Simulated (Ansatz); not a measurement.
# CdS (Hawleyite) (P1) in Ansatz: convergence with smearing width

Aim: find how far smearing width must go before the results for CdS (Hawleyite) settle, at PBE. This setting moves, with any that are tied to it; all else stays.

All numbers are computed with Ansatz 0.2.0; they aren't measurements. Logs are shortened: lines on timing, memory, paths and dates and some standing lists are left out, and cuts for length are marked.

**1. The cell of the first run**

The typed cell holds 2 atoms: a = 4.125 Å, b = 4.125 Å, c = 4.125 Å, α = 60.00°, β = 60.00°, γ = 60.00°.

The cell isn't the ideal one: atoms moved at random, drawn with an rms of 0.15 Å.

**2. With smearing width 0.3 eV**

input.yaml reads:

```yaml
crystal:
  lattice:
    - [0.0, 2.9165, 2.9165]
    - [2.9165, 0.0, 2.9165]
    - [2.9165, 2.9165, 0.0]
  atoms:
    - { symbol: Cd, position: [0.002012, -0.033706, 0.011788] }
    - { symbol: S, position: [0.704922, 0.757939, 0.765723] }
kpoints:
  mp_grid: { grid: [5, 5, 5] }
scf:
  occupations: { method: fermi_dirac, width: 0.3 }
hamiltonian:
  xc: pbe
  pseudopotentials: { kind: all_electron, lapw: { basis_error: 0.001 } }
output:
  forces: true
  stress: true
  eigenvalues: true
```

Potentials or basis: all-electron LAPW, scalar-relativistic.

The run is started by

```console
$ ansatz run input.yaml --threads 1 --pin off --max-ram 3072MiB --backend cpu --events-out ev --progress --plain --runs-dir out
```

Run time: 30 s. Hardware: 1 thread of Arm Neoverse V1, shared host; peak memory 0.34 GiB.

Results:

* Free energy: -163099.3103 eV
* Pressure: 3.9 GPa
* Largest force: 1.137 eV/Å
* Band gap on the k mesh: 1.14 eV, direct

**3. With smearing width 0.2 eV**

Changes to input.yaml since step 2:

```diff
@@ -11,3 +11,3 @@
 scf:
-  occupations: { method: fermi_dirac, width: 0.3 }
+  occupations: { method: fermi_dirac, width: 0.2 }
 hamiltonian:
```

Potentials or basis: all-electron LAPW, scalar-relativistic.

The run is started by

```console
$ ansatz run input.yaml --threads 1 --pin off --max-ram 3072MiB --backend cpu --events-out ev --progress --plain --runs-dir out
```

Run time: 26 s. Hardware: 1 thread of Arm Neoverse V1, shared host; peak memory 0.33 GiB.

Results:

| Property | Result |
| --- | --- |
| Free energy | -163099.3061 eV |
| Pressure | 3.8 GPa |
| Largest force | 1.137 eV/Å |
| Band gap on the k mesh | 1.14 eV, direct |

**4. With smearing width 0.15 eV**

Changes to input.yaml since step 3:

```diff
@@ -11,3 +11,3 @@
 scf:
-  occupations: { method: fermi_dirac, width: 0.2 }
+  occupations: { method: fermi_dirac, width: 0.15 }
 hamiltonian:
```

The run is started by

```console
$ ansatz run input.yaml --threads 1 --pin off --max-ram 3072MiB --backend cpu --events-out ev --progress --plain --runs-dir out
```

Wall time 24 s (1 thread of Arm Neoverse V1, shared host); peak memory 0.33 GiB.

What came out:

```
Free energy            : -163099.3053 eV
Pressure               : 3.8 GPa
Largest force          : 1.137 eV/Å
Band gap on the k mesh : 1.14 eV, direct
```

**5. With smearing width 0.1 eV**

Changes to input.yaml since step 4:

```diff
@@ -11,3 +11,3 @@
 scf:
-  occupations: { method: fermi_dirac, width: 0.15 }
+  occupations: { method: fermi_dirac, width: 0.1 }
 hamiltonian:
```

The run is started by

```console
$ ansatz run input.yaml --threads 1 --pin off --max-ram 3072MiB --backend cpu --events-out ev --progress --plain --runs-dir out
```

Wall time 25 s (1 thread of Arm Neoverse V1, shared host); peak memory 0.33 GiB.

What came out:

| Item | Value |
| --- | --- |
| Free energy | -163099.3051 eV |
| Pressure | 3.8 GPa |
| Largest force | 1.136 eV/Å |
| Band gap on the k mesh | 1.14 eV, direct |

**6. With smearing width 0.05 eV**

Changes to input.yaml since step 5:

```diff
@@ -11,3 +11,3 @@
 scf:
-  occupations: { method: fermi_dirac, width: 0.1 }
+  occupations: { method: fermi_dirac, width: 0.05 }
 hamiltonian:
```

Potentials or basis: all-electron LAPW, scalar-relativistic.

The run is started by

```console
$ ansatz run input.yaml --threads 1 --pin off --max-ram 3072MiB --backend cpu --events-out ev --progress --plain --runs-dir out
```

It took 25 s on 1 thread of Arm Neoverse V1, shared host; peak memory 0.33 GiB.

Results:

- Free energy: -163099.3051 eV
- Pressure: 3.8 GPa
- Largest force: 1.136 eV/Å
- Band gap on the k mesh: 1.14 eV, direct

**7. With smearing width 0.025 eV**

Changes to input.yaml since step 6:

```diff
@@ -11,3 +11,3 @@
 scf:
-  occupations: { method: fermi_dirac, width: 0.05 }
+  occupations: { method: fermi_dirac, width: 0.025 }
 hamiltonian:
```

The run is started by

```console
$ ansatz run input.yaml --threads 1 --pin off --max-ram 3072MiB --backend cpu --events-out ev --progress --plain --runs-dir out
```

It took 25 s on 1 thread of Arm Neoverse V1, shared host; peak memory 0.33 GiB.

It converged, with:

* Free energy: -163099.3051 eV
* Pressure: 3.8 GPa
* Largest force: 1.136 eV/Å
* Band gap on the k mesh: 1.14 eV, direct

**8. With smearing width 0.01 eV**

Changes to input.yaml since step 7:

```diff
@@ -11,3 +11,3 @@
 scf:
-  occupations: { method: fermi_dirac, width: 0.025 }
+  occupations: { method: fermi_dirac, width: 0.01 }
 hamiltonian:
```

Potentials or basis: all-electron LAPW, scalar-relativistic.

The run is started by

```console
$ ansatz run input.yaml --threads 1 --pin off --max-ram 3072MiB --backend cpu --events-out ev --progress --plain --runs-dir out
```

The log of the run:

```text
Warning: RAYON_NUM_THREADS=1 ignored (pool sized by the plan → 1); use --threads N
LAPW: plane waves up to 8.677 Å⁻¹, error target 1.0e-3 eV per atom; small_component_spin mean_spin; S in spheres of 1.029 Å, 14 of its electrons in bands, Dirac shells []; Cd in spheres of 1.340 Å, 20 of its electrons in bands, Dirac shells [] (how accurate: hamiltonian.pseudopotentials.lapw.basis_error, Limitations)
Engine: ansatz 0.2.0, aarch64-unknown-linux-gnu
Pseudopotentials: kind: all_electron
Pseudopotential: Cd, LAPW, valence charge 20, lapw/all_electron/scalar/gaussian/Cd, Koelling and Harmon's equation, gaussian nucleus
Pseudopotential: S, LAPW, valence charge 14, lapw/all_electron/scalar/gaussian/S, Koelling and Harmon's equation, gaussian nucleus
Functional definition: PBE
  parameter kappa = 0.804
  parameter beta = 0.06672455060314922
  exchange = pbe_x(kappa = kappa, mu = beta*pi^2/3)
  correlation = pbe_c(beta = beta)
Crystal: 2 atoms, lattice volume = 49.615 Å³
Basis set: ecut = 286.84597977706676 eV, 537 PW (Γ), exchange–correlation at level 2
Bands: 21, of which v1, the nominal top of the filled ones, is band 17 counted from 1 (16 counted from 0)
Symmetry: 1 space group operations
Space group: P1 (ITA 1), of the structure as read, at distance tolerance 3.7e-5 Å
k-points: 63 of 125 (time reversal used)
Non-local potential: Cd, projectors of the file, none
Non-local potential: S, projectors of the file, none
Initial density: superposition of atomic densities (chi_scale 0.1, normalization cell, long waves kept (reshape's long-wave potential 0.00 eV rms))
Initial wavefunctions: plane waves of lowest kinetic energy (no species holds an atomic orbital)
Functional: x = pbe(κ = 0.804, μ = 0.2195149727645171), c = pbe(β = 0.06672455060314922)
iter 1 solved again at ethr=4.72e-3 eV; its pass at ethr=1.00e-1 eV (dr2=1.60e0 eV) is discarded
SCF iter   1: F=—  HF=-163099.873454 eV  |F-HF|=—  |Δ(HF+E_count)|=         —  Δρ=3.96e-2  dr2=1.61e0  ethr=4.72e-3  ⟨swp⟩=2.0  Hψ=8879  notcnv=0
preconditioner: auto → none  [insulator: Δε(μ)=1.748 eV  Ē_g=11.993 eV  σ=0.010 eV  W_gap=1.00  n_scr=14 (ndim 8)  ℏωp=22.4 eV  f_vac=0.142  D(μ)=0.00/eV (n_scr^D=0)  ε∞_Penn≈4.5]
iter 2 solved again at ethr=1.97e-4 eV; its pass at ethr=4.72e-3 eV (dr2=6.71e-2 eV) is discarded
SCF iter   2: F=—  HF=-163099.361752 eV  |F-HF|=—  |Δ(HF+E_count)|=   5.12e-1  Δρ=1.27e-2  dr2=6.72e-2  ethr=1.97e-4  ⟨swp⟩=2.0  Hψ=7180  notcnv=0
SCF iter   3: F=—  HF=-163099.305357 eV  |F-HF|=—  |Δ(HF+E_count)|=   5.64e-2  Δρ=5.90e-3  dr2=1.43e-2  ethr=1.97e-4  ⟨swp⟩=3.0  Hψ=4224  notcnv=0
SCF iter   4: F=—  HF=-163099.305484 eV  |F-HF|=—  |Δ(HF+E_count)|=         —  Δρ=1.34e-3  dr2=7.45e-4  ethr=4.22e-5  ⟨swp⟩=2.9  Hψ=3924  notcnv=0
the basis was enlarged: its passes take 35.3 KiB over the memory plan, 1 of 1 planned eigensolver slots
SCF iter   5: F=—  HF=-163099.305065 eV  |F-HF|=—  |Δ(HF+E_count)|=   4.19e-4  Δρ=2.19e-4  dr2=1.68e-5  ethr=2.19e-6  ⟨swp⟩=2.0  Hψ=3845  notcnv=0
SCF iter   6: F=—  HF=-163099.305084 eV  |F-HF|=—  |Δ(HF+E_count)|=   1.91e-5  Δρ=4.05e-5  dr2=6.53e-7  ethr=4.94e-8  ⟨swp⟩=3.0  Hψ=3803  notcnv=0
SCF iter   7: F=-163099.305085 eV  HF=-163099.305085 eV  |F-HF|=3.09e-8  |Δ(HF+E_count)|=   1.28e-6  Δρ=1.07e-5  dr2=7.92e-8  ethr=1.92e-9  ⟨swp⟩=3.0  Hψ=3932  notcnv=0
SCF 1 converged in 7 iterations: F = -163099.305085 eV  dr2 = 7.92e-8
SCF converged after 7 iterations
Free energy (F): -163099.305085 eV
Harris-Foulkes:  -163099.305085 eV  (|F-HF|=3.09e-8)
Internal energy: -163099.305085 eV  (E = F + TS)
E sigma→0 (E₀):  -163099.305085 eV
Fermi energy:    8.361204 eV
--- Per-component energies (eV) ---
  E_band       = -1727.974491
  E_kinetic    = 170390.256354
  E_xc         = -4908.424840
  E_electrostatic = -328581.136599  (all electrons and nuclei)
  E_smearing   = -0.000000  (= −TS)
  E_closure    = 0.000000  (closes the sum)
  E_atoms      = -163093.279048  (free atoms, spherical and without spin; not in F)
  Σ components = -163099.305085   (vs F -163099.305085, Δ=0.00e0)
  Basis errors (estimates in eV, not in F): energy 4.6e-4 per atom: plane waves 4.2e-4 (2.5e-4 summed), levels above the bands 0.0e0, relativity 2.6e-8, radial functions 4.0e-5, core shells 1.4e-6; eigenvalues (radial functions only) 1.2e-6; not estimated: angular momenta, meshes, grids; target (lapw.basis_error) 1.0e-3; muffin-tin radii S 1.029 Å, Cd 1.340 Å
--- Forces (eV/Å), atoms counted from 1 ---
  atom   1  Cd     0.75721589    -0.72703507    -0.43479075
  atom   2  S     -0.75732722     0.72714185     0.43485629
  max |Σ_I F_I| component: 1.11e-4 eV/Å
--- Stress (GPa, compression-positive) ---
        3.573162      -1.460350      -3.129412
       -1.460350       3.632429       3.278467
       -3.129412       3.278467       4.180840
  P = ⅓ Tr σ = 3.7955 GPa (37.955 kbar)
--- Band table (eV; the first three rows and the last of 63) ---
  k-point 0: bands = ["-196.6993", "-141.4878", "-141.4712", "-141.4579", "-93.6014", "-54.6766", "-54.6723", "-54.6679", "-4.6601", "-0.1424", "-0.0120", "0.1071", "0.4606", "0.4677", "7.6497", "7.7695", "7.7906", "8.9307", "14.2451", "14.3016", "14.4386"]
  k-point 1: bands = ["-196.6993", "-141.4878", "-141.4712", "-141.4579", "-93.6014", "-54.6767", "-54.6725", "-54.6680", "-4.5128", "-0.0827", "0.0749", "0.1980", "0.4606", "0.4750", "5.8638", "7.3495", "7.5800", "10.3104", "13.8749", "14.5222", "14.9797"]
  k-point 2: bands = ["-196.6993", "-141.4878", "-141.4712", "-141.4579", "-93.6014", "-54.6767", "-54.6726", "-54.6683", "-4.2730", "0.0179", "0.1186", "0.4668", "0.5101", "0.6970", "3.7949", "6.8731", "7.2952", "10.7636", "14.3556", "14.8572", "15.2541"]
  k-point 62: bands = ["-196.6993", "-141.4878", "-141.4712", "-141.4579", "-93.6014", "-54.6770", "-54.6727", "-54.6681", "-4.1492", "0.1942", "0.2754", "0.4228", "0.4694", "0.9078", "3.3676", "5.7751", "6.7486", "12.0705", "13.8287", "15.4626", "15.5618"]
```

Wall time 24 s (1 thread of Arm Neoverse V1, shared host); peak memory 0.33 GiB.

Results:

```
Free energy            : -163099.3051 eV
Pressure               : 3.8 GPa
Largest force          : 1.136 eV/Å
Band gap on the k mesh : 1.14 eV, direct
```

**9. Result**

| smearing width | energy less the tightest run, at zero smearing (meV/atom) | pressure (GPa) | SCF cycles | CPU time (s) | peak memory (GiB) |
| --- | --- | --- | --- | --- | --- |
| 0.3 eV | 2.33 | 3.87 | 7 | 30 | 0.34 |
| 0.2 eV | 0.64 | 3.82 | 7 | 26 | 0.33 |
| 0.15 eV | 0.21 | 3.80 | 7 | 24 | 0.33 |
| 0.1 eV | 0.03 | 3.80 | 7 | 25 | 0.33 |
| 0.05 eV | 0.00 | 3.80 | 7 | 25 | 0.33 |
| 0.025 eV | 0.00 | 3.80 | 7 | 25 | 0.33 |
| 0.01 eV | 0.00 | 3.80 | 7 | 24 | 0.33 |

Against the tightest run, the energy stays within 1 meV/atom from 0.2 eV on; the pressure stays within 0.1 GPa from 0.3 eV on. The tightest run that finished is the yardstick and may itself not be fully converged.
